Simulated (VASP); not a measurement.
## La: single point with PBE

The system is La.

```
La
1.0
    -2.10532    2.10532    2.10532
     2.10532   -2.10532    2.10532
     2.10532    2.10532   -2.10532
La
1
Direct
  0.00000 0.00000 0.00000
```

The cell was built by a generator and needn't be a form met in nature.

```yaml
Program: VASP 6.6.1
Task: single point
Functional: PBE
Potentials_or_basis: VASP PAW PBE potentials, release 64 (La)
Cutoff: 520 eV
k_mesh: 14 × 14 × 14
Occupations: gaussian, width 0.05 eV
Spin: no spin polarisation
```

The pressure is 0.2 GPa. The band gap on the k mesh is none (metal or under the smearing width).

Levels at points of the mesh, in eV from the Fermi level:
| k point | band 3 | band 4 | band 5 | band 6 | band 7 | band 8 |
| --- | --- | --- | --- | --- | --- | --- |
| (0.00, 0.00, 0.00) | -15.90 | -15.90 | -3.19 | 1.48 | 1.48 | 1.48 |
| (0.50, 0.00, 0.00) | -16.32 | -15.92 | -1.80 | -0.19 | 1.50 | 1.58 |
| (0.50, 0.50, 0.50) | -16.81 | -16.81 | -1.87 | -1.87 | 1.64 | 1.80 |

It took 60 s on 1 thread of Intel(R) Xeon(R) Platinum 8375C CPU @ 2.90GHz (Ice Lake) (shared host), peak memory 0.2 GiB.

Spin-orbit coupling is left out, which matters for the levels of La.
